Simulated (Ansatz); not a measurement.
## Computed properties of MgTe (P6_3mc)

All numbers come from Ansatz 0.2.0. Calculated for a static, non-magnetic cell.

MgTe (P6_3mc) from a database of computed structures, relaxed with r2SCAN. Space group P6_3mc (No. 186), hexagonal; a = 4.578 Å, c = 7.455 Å in the conventional setting, 33.82 Å³ an atom. Around Mg lie 4 Te at 2.80 Å; around Te lie 4 Mg at 2.80 Å.

```cif
data_structure
_symmetry_space_group_name_H-M 'P6_3mc'
_symmetry_Int_Tables_number 186
_cell_length_a 4.5777
_cell_length_b 4.5777
_cell_length_c 7.4548
_cell_angle_alpha 90.000
_cell_angle_beta 90.000
_cell_angle_gamma 120.000
_cell_volume 135.29
loop_
_atom_site_label
_atom_site_type_symbol
_atom_site_symmetry_multiplicity
_atom_site_Wyckoff_symbol
_atom_site_fract_x
_atom_site_fract_y
_atom_site_fract_z
_atom_site_occupancy
Mg1 Mg 2 b 0.33333 0.66667 0.99689 1
Te1 Te 2 b 0.33333 0.66667 0.37311 1
```

Relaxed lattice by functional, symmetry kept:
```tsv
functional	k mesh	a (Å)	c (Å)	volume (Å³/atom)
PBE	6×6×4	4.610	7.496	34.49
r2SCAN	6×6×4	4.578	7.455	33.82
PBEsol	6×6×4	4.563	7.411	33.40
LDA	6×6×4	4.510	7.336	32.31
HSE06	6×6×2	4.575	7.445	33.74
```

Band edges at fixed r2SCAN geometry:
```csv
level,k mesh,gap (eV),kind,edges,least direct gap (eV)
LDA,6×6×4,2.22,indirect,K–Γ (0.98) → Γ,2.22
PBE,6×6×4,2.46,direct,Γ,2.46
PBE+SOC,6×6×4,2.20,indirect,K–Γ (0.98) → Γ,2.20
r2SCAN,6×6×4,3.16,indirect,K–Γ (0.98) → Γ,3.16
HSE06,6×6×2,3.32,indirect,K–Γ (0.98) → Γ,3.32
HSE06+SOC,6×6×2,3.03,direct,Γ,3.03
DDH-PBE0,6×6×2,3.54,direct,Γ,3.54
PBE0,6×6×2,3.96,direct,Γ,3.96
r2SCAN0,6×6×2,4.36,direct,Γ,4.36
"G0W0@PBE (403 empty bands, 120 eV, 6×6×2)",6×6×2,3.67,–,Γ (mesh),–
"G0W0@PBE (1002 empty bands, 220 eV, 6×6×2)",6×6×2,3.70,–,Γ (mesh),–
```
PBE: smearing of 0.02 eV; the others have fixed occupations.
Wave cutoffs: 420 eV, 500 eV (r2SCAN, r2SCAN0).
Points off the special ones are mesh points or PBE's searched band edges, reused at the other levels. Set aside, since their points miss a band edge that the other levels read or their mesh is too coarse: LC-ωPBE.
The G0W0 gap is PBE's gap over the path plus the quasiparticle shift read on the mesh. No extrapolation in bands, cutoff or mesh was made for G0W0.

HSE06 gives an indirect gap of 3.317 eV, from K–Γ (0.98 of the way from K) to Γ; the least direct gap is 3.317 eV at Γ. Least and direct gap differ so little that the kind isn't settled. Spin-orbit coupling changes the PBE gap by -0.26 eV, to 2.20 eV. Spin-orbit coupling changes the HSE06 gap by -0.29 eV, to 3.03 eV.

Taking G0W0@PBE (1002 empty bands, 220 eV, 6×6×2), 3.70 eV, as the yardstick (a computed one, not at the basis limit), DDH-PBE0 comes nearest, -0.16 eV off. The others: PBE0 +0.26, HSE06 -0.38, r2SCAN -0.54, r2SCAN0 +0.66, PBE -1.24, LDA -1.48 eV. The yardstick's own error is a tenth of an eV or more. r2SCAN covers 82 % of the step from PBE to HSE06. Spin-orbit coupling moves the least or the direct gap by up to 0.29 eV, so it has to be included where a tenth of an eV counts. Direct and least gap lie within 0.04 eV at some levels, so the kind of gap isn't settled.

r2SCAN (ground state on 6×6×4): The clamped-ion dielectric constant comes out as 4.92 along x and y, 5.01 along z. Born charges, averaged over directions: Mg +1.92, Te -1.92 e. PBE (ground state on 6×6×4): The clamped-ion dielectric constant comes out as 5.46 along x and y, 5.58 along z. Born charges, averaged over directions: Mg +1.93, Te -1.93 e.

Only the levels marked +SOC include spin-orbit coupling.

The meshes of the hybrids are coarse, so their gaps aren't converged to the digits shown.
